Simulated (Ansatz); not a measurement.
# How the conductance of NiSi2/Si/CoSi2 changes with thickness, part 8 of 8

Wanted: T(E), the conductance and its decay constant for NiSi2/Si/CoSi2. The lower electrode is NiSi2 fluorite(111) turned by 180 degrees (type B), the upper one CoSi2 fluorite(111) turned by 180 degrees (type B); the barrier is Si diamond(111) (whole bilayers). In the first transport cell, after relaxation, the nearest pair of electrode and barrier is Si–Si at 2.37 Å, along the normal, at the lower face and Si–Si at 2.39 Å, along the normal, at the upper one. All share a net of side 3.84 Å, which strains the lower electrode by +0.0 %, the upper one by +1.3 % and the barrier by -0.7 %, against typed lattice constants near PBE's. The first steps treat the bulk electrodes alone.

Ansatz 0.2.0; PBE DFT, plane waves, PAW files (the session's first sound run).

So far, transmission at the Fermi level (a spin, zone mean): step 5 (T(E) of the junction) 0.0759; step 6 (conductance, atomic planes in the barrier 4, gap between the electrodes 8.73 Å) 0.124; step 7 (conductance on a fine mesh, 57 atoms) 0.0648; step 8 (conductance on a fine mesh, atomic planes in the barrier 8, gap between the …) 0.0350; step 10 (conductance, atomic planes in the barrier 14, gap between the electrodes 24.59 Å) 0.00461.

### 14. A repeat with changed settings, 55 atoms

This step: PBE DFT, plane waves, PAW files; ballistic transmission by layer matching between semi-infinite leads; changed: kpoints.mp_grid.grid = [8, 7, 2] (Ansatz 0.2.0).

System of this step: NiSi2/Si/CoSi2. The cell holds 55 atoms: 38 Si, 8 Ni and 9 Co. Cell: a = 3.840 Å, b = 3.840 Å, c = 73.406 Å, α = 90.0°, β = 90.0°, γ = 120.0°. Regions: left electrode, 25 atoms (17 Si and 8 Ni); barrier, 4 atoms (4 Si); right electrode, 26 atoms (17 Si and 9 Co). Vacuum lies along c.

This run repeats an earlier one, its twin (the conductance run, 4 atomic planes between the electrodes), with one setting changed (kpoints.mp_grid.grid; files written aside). The setting was drawn as a possible misstep, on purpose. Where the input is shown as a difference, that is against the step before, not the twin.

Input file input.yaml:

```yaml
crystal:
  lattice:
    - [3.84, 0.0, 0.0]
    - [-1.92, 3.3255375505, 0.0]
    - [0.0, 0.0, 73.4064270011]
  atoms:
    - { symbol: Si, position: [0.0, 0.0, 0.0953594976] }
    - { symbol: Si, position: [0.33333333, 0.66666667, 0.1166344349] }
    - { symbol: Ni, position: [0.0, 0.0, 0.127539679] }
    - { symbol: Si, position: [0.66666667, 0.33333333, 0.138444923] }
    - { symbol: Si, position: [0.0, 0.0, 0.1597198603] }
    - { symbol: Ni, position: [0.66666667, 0.33333333, 0.1706251043] }
    - { symbol: Si, position: [0.33333333, 0.66666667, 0.1815303484] }
    - { symbol: Si, position: [0.66666667, 0.33333333, 0.2028052857] }
    - { symbol: Ni, position: [0.33333333, 0.66666667, 0.2137105297] }
    - { symbol: Si, position: [0.0, 0.0, 0.2246157737] }
    - { symbol: Si, position: [0.33333333, 0.66666667, 0.245890711] }
    - { symbol: Ni, position: [0.0, 0.0, 0.2567959551] }
    - { symbol: Si, position: [0.66666667, 0.33333333, 0.2677011991] }
    - { symbol: Si, position: [0.0, 0.0, 0.2889761364] }
    - { symbol: Ni, position: [0.66666667, 0.33333333, 0.2998813804] }
    - { symbol: Si, position: [0.33333333, 0.66666667, 0.3107866245] }
    - { symbol: Si, position: [0.66666667, 0.33333333, 0.3320615618] }
    - { symbol: Ni, position: [0.33333333, 0.66666667, 0.3429668058] }
    - { symbol: Si, position: [0.0, 0.0, 0.3538720498] }
    - { symbol: Si, position: [0.33333333, 0.66666667, 0.3751469872] }
    - { symbol: Ni, position: [0.0, 0.0, 0.3860522312] }
    - { symbol: Si, position: [0.66666667, 0.33333333, 0.3969574752] }
    - { symbol: Si, position: [0.0, 0.0, 0.4182324125] }
    - { symbol: Ni, position: [0.66666667, 0.33333333, 0.4291376566] }
    - { symbol: Si, position: [0.33333333, 0.66666667, 0.4413474871] }
    - { symbol: Si, position: [0.33333333, 0.66666667, 0.4736445995] }
    - { symbol: Si, position: [0.66666667, 0.33333333, 0.4845270836] }
    - { symbol: Si, position: [0.66666667, 0.33333333, 0.5168371001] }
    - { symbol: Si, position: [0.0, 0.0, 0.5276410265] }
    - { symbol: Si, position: [0.0, 0.0, 0.5602070936] }
    - { symbol: Co, position: [0.66666667, 0.33333333, 0.5705532122] }
    - { symbol: Si, position: [0.33333333, 0.66666667, 0.5807196924] }
    - { symbol: Si, position: [0.66666667, 0.33333333, 0.6021476432] }
    - { symbol: Co, position: [0.33333333, 0.66666667, 0.6123141235] }
    - { symbol: Si, position: [0.0, 0.0, 0.6224806037] }
    - { symbol: Si, position: [0.33333333, 0.66666667, 0.6439085545] }
    - { symbol: Co, position: [0.0, 0.0, 0.6540750347] }
    - { symbol: Si, position: [0.66666667, 0.33333333, 0.664241515] }
    - { symbol: Si, position: [0.0, 0.0, 0.6856694658] }
    - { symbol: Co, position: [0.66666667, 0.33333333, 0.695835946] }
    - { symbol: Si, position: [0.33333333, 0.66666667, 0.7060024262] }
    - { symbol: Si, position: [0.66666667, 0.33333333, 0.7274303771] }
    - { symbol: Co, position: [0.33333333, 0.66666667, 0.7375968573] }
    - { symbol: Si, position: [0.0, 0.0, 0.7477633375] }
    - { symbol: Si, position: [0.33333333, 0.66666667, 0.7691912883] }
    - { symbol: Co, position: [0.0, 0.0, 0.7793577686] }
    - { symbol: Si, position: [0.66666667, 0.33333333, 0.7895242488] }
    - { symbol: Si, position: [0.0, 0.0, 0.8109521996] }
    - { symbol: Co, position: [0.66666667, 0.33333333, 0.8211186798] }
    - { symbol: Si, position: [0.33333333, 0.66666667, 0.8312851601] }
    - { symbol: Si, position: [0.66666667, 0.33333333, 0.8527131109] }
    - { symbol: Co, position: [0.33333333, 0.66666667, 0.8628795911] }
    - { symbol: Si, position: [0.0, 0.0, 0.8730460713] }
    - { symbol: Si, position: [0.33333333, 0.66666667, 0.8944740222] }
    - { symbol: Co, position: [0.0, 0.0, 0.9046405024] }
kpoints:
  mp_grid: { grid: [8, 7, 2] }
scf:
  occupations: { method: fermi_dirac, width: 0.1 }
  max_iter: 150
hamiltonian:
  xc: pbe
output:
  transmission:
    kmesh: [24, 24]
    e_range: [-0.26, 0.27]
    de: 0.0375
    leads: [[10, 13], [41, 44]]
```

Launch:

```bash
> ansatz run input.yaml --threads 8 --pin off --max-ram 24576MiB --backend cpu --events-out ev --progress --plain --runs-dir out
```

Numbers of over 12 decimals in the logs are rounded to 6 here.

The program printed:

```text
Warning: crystal.symmetry: narrowed to the stabiliser of the k-point mesh — unitary ops 6 → 1; excluded 5 operations that carry a point of the 8×7×2 mesh (shift [0, 0, 0]) off the mesh (the run samples exactly the mesh kpoints.mp_grid names, as under crystal.symmetry.detect: false, and its converged state has the mesh's symmetry, not the crystal's; ε∞, the Born charges and the force constants of a linear response (`dielectric:` by the response, `phonons.method: dfpt`) are averaged over those of the crystal's operations that the state keeps within a tolerance, where `mesh_tensors`, `unaveraged_element` or `gamma_mean_max_change_ev_ang2` stands beside them; [rest of the remark cut]
Engine: ansatz 0.2.0, aarch64-unknown-linux-gnu
Pseudopotentials: kind: paw
Pseudopotential: Si, paw, valence charge 4, recommended cutoff 420 eV (normal), Si.paw.azcp
Pseudopotential: Ni, paw, valence charge 18, recommended cutoff 420 eV (normal), Ni.paw.azcp
Pseudopotential: Co, paw, valence charge 17, recommended cutoff 420 eV (normal), Co.paw.azcp
Functional definition: PBE
  parameter kappa = 0.804
  parameter beta = 0.066725
  exchange = pbe_x(kappa = kappa, mu = beta*pi^2/3)
  correlation = pbe_c(beta = beta)
Crystal: 55 atoms, lattice volume = 937.405 Å³
Basis set: ecut = 420 eV, 18269 PW (Γ)
Bands: 280, of which v1, the nominal top of the filled ones, is band 225 counted from 1 (224 counted from 0)
Symmetry: 1 space group operations
k-points: 58 of 112 (time reversal used)
Non-local potential: Si, projectors of the file, l = 0: 2, l = 1: 2, l = 2: 2
Non-local potential: Ni, projectors of the file, l = 0: 3, l = 1: 2, l = 2: 3, l = 3: 1
Non-local potential: Co, projectors of the file, l = 0: 3, l = 1: 2, l = 2: 3, l = 3: 1
PAW form: soft (Blöchl's): semilocal exchange-correlation on the pseudo side does not see the compensation charge
PAW one-centre angular grid: Si, 110 points (default); XC on 64 Gauss nodes
PAW one-centre angular grid: Ni, 590 points (default); XC on 64 Gauss nodes
PAW one-centre angular grid: Co, 590 points (default); XC on 64 Gauss nodes
Initial density: superposition of atomic densities (neutral atoms: chi_scale 0, normalization atom), corrected by the library's trained network
Initial wavefunctions: pseudopotential atomic-orbital guess
Functional: x = pbe(κ = 0.804, μ = 0.219515), c = pbe(β = 0.066725)
SCF iter   1: F=—  HF=-117030.485715 eV  |F-HF|=—  |Δ(HF+E_count)|=         —  Δρ=1.15e-2  dr2=2.25e1  ethr=1.77e-3  ⟨swp⟩=8.3  Hψ=82901  notcnv=0  defer=735
preconditioner: auto → LDOS  [metal: Δε(μ)=0.003 eV  Ē_g=6.880 eV  σ=0.100 eV  W_gap=0.01  n_scr=266 (ndim 8)  ℏωp=21.5 eV  f_vac=0.157  D(μ)=19.74/eV (n_scr^D=110)  β→1.0]
[...]
SCF iter   9: F=—  HF=-117030.265017 eV  |F-HF|=—  |Δ(HF+E_count)|=   2.63e-4  Δρ=5.73e-5  dr2=6.17e-5  ethr=1.17e-8  ⟨swp⟩=2.6  Hψ=29489  notcnv=0  defer=1009
SCF iter  10: F=—  HF=-117030.265021 eV  |F-HF|=—  |Δ(HF+E_count)|=   3.56e-6  Δρ=2.39e-5  dr2=6.01e-6  ethr=1.17e-8  ⟨swp⟩=2.0  Hψ=19282  notcnv=0  defer=1009
SCF iter  11: F=—  HF=-117030.265023 eV  |F-HF|=—  |Δ(HF+E_count)|=   2.42e-6  Δρ=1.12e-5  dr2=1.04e-6  ethr=1.34e-9  ⟨swp⟩=2.7  Hψ=22769  notcnv=0  defer=1009
SCF iter  12: F=—  HF=-117030.265024 eV  |F-HF|=—  |Δ(HF+E_count)|=   8.02e-7  Δρ=1.41e-5  dr2=1.66e-6  ethr=2.31e-10  ⟨swp⟩=2.0  Hψ=28171  notcnv=0  defer=1010
SCF iter  13: F=—  HF=-117030.265024 eV  |F-HF|=—  |Δ(HF+E_count)|=   1.63e-9  Δρ=5.20e-6  dr2=1.88e-7  ethr=2.31e-10  ⟨swp⟩=2.0  Hψ=20071  notcnv=0  defer=1010
SCF iter  14: F=-117030.265024 eV  HF=-117030.265024 eV  |F-HF|=4.27e-8  |Δ(HF+E_count)|=   1.49e-8  Δρ=2.66e-6  dr2=4.48e-8  ethr=2.23e-11  ⟨swp⟩=20.2  Hψ=69282  notcnv=0
SCF 1 converged in 14 iterations: F = -117030.265024 eV  dr2 = 4.48e-8
[...]
WARN: the run was ended behind the SCF: a stop after 705 completed steps of the transmission. The result of record stands; what else was asked for is given out only as far as it was finished by then, or is formed of that. The run will not end as completed
SCF converged after 14 iterations
the last check of whether an eigenvalue changes by more than its tolerance under the output density was not made (no_room)
Free energy (F): -117030.265024 eV
Harris-Foulkes:  -117030.265024 eV  (|F-HF|=4.27e-8)
Internal energy: -117029.628188 eV  (E = F + TS)
E sigma→0 (E₀):  -117029.946606 eV
Entropy (-TS):   -0.636836 eV (-11.579 meV/atom)
Fermi energy:    8.789192 eV
--- Per-component energies (eV) ---
  E_band       = -7008.188705
  E_kinetic    = 8002.065595
  E_local      = -503274.818273  (includes V_loc(G=0)·N_el)
  E_nonlocal   = 10064.409954
  E_hartree    = 245721.624221
  E_xc         = -4258.614221
  E_vxc        = -4570.407024  (∫ρ·V_xc dr)
  E_paw        = -46139.385470  (= ΣΔE_a)
  E_vpaw       = -8672.645538  (= ΣTr[D̂ρ^β])
  E_aug_tail   = 0.005366  (compensation charges beyond the density's cutoff)
  E_ewald      = 172855.084641
  E_smearing   = -0.636836  (= −TS)
  E_closure    = 0.000000  (closes the sum)
  Σ components = -117030.265024   (vs F -117030.265024, Δ=0.00e0)
--- Band table (eV; the first three rows and the last of 58) ---
  k-point 0: bands = [... 221 lower, 10.0584, 10.0672, 10.2130, 10.2141, 10.2335, 10.4479, 10.4510, 10.4514, ... 51 higher]
  k-point 1: bands = [... 221 lower, 10.0584, 10.0672, 10.2130, 10.2141, 10.2334, 10.4479, 10.4510, 10.4514, ... 51 higher]
  k-point 2: bands = [... 221 lower, 9.5163, 9.5891, 9.6063, 9.7495, 9.7835, 9.8075, 9.9181, 9.9969, ... 51 higher]
  k-point 57: bands = [... 221 lower, 8.0265, 8.1170, 8.1462, 8.2038, 8.2404, 8.3408, 8.5020, 8.6009, ... 51 higher]
Error: SIGTERM received: cancelled by the caller after 705 completed steps of the transmission, in an analysis behind the self-consistent cycle: that cycle's result was reported, and what else the deck asks for behind it is given out only as far as it was finished by then, or is formed of that: a new run makes the rest, from the state that this one saved, where it saved one
```

It took 10 min on 8 threads of Arm Neoverse V2, shared host; peak memory 16 GiB.

The run was cut off at the time limit after its SCF cycle had converged; no result of it is taken.

The program's message: “Error: SIGTERM received: cancelled by the caller after 705 completed steps of the transmission, in an analysis behind the self-consistent cycle: that cycle's result was reported, and what else the dec …”

The fault put into the input: a mesh that breaks the symmetry (kpoints.mp_grid.grid = [8, 7, 2]).

### 15. Summary of results

```
1/G at 8.73 Å gap : 0.0132 Ω um²
1/G at 24.6 Å gap : 0.284 Ω um²
decay constant β  : 0.19 Å⁻¹
```

A fit of ln G against d gives β = 0.19 Å⁻¹, and step by step the slopes are 0.20, 0.22, 0.19 and 0.17 Å⁻¹. They differ by more than a fifth, so the fit is an average; how much of this is a real bend and how much error of the runs wasn't traced. At the Fermi level the layers of the barrier in the wide-window run (6 planes) hold from 0.062 to 0.15 states an eV and atom: none is empty there, through tails of the electrodes' states or through bands of its own. The program's largest error estimate on these conductances is 55 %, from the mesh across the current, in the run that gave 3.5e12 S/m². No spin-orbit coupling, phonons, disorder or image charges enter; the interfaces are ordered, one cell wide and lattice-matched by strain. Semilocal gaps are too small, which can bring a band edge of the barrier nearer to the Fermi level than it is.

[Logs are printed without paths, hosts, clocks, repeated set-up lines and the standing remarks that a program may print on its own settings, such as how far it seeks lower states.]

[Hosts, paths, dates, database ids (printed as entryN), source tags and the programs' standing remarks are cut or masked in the printed files.]
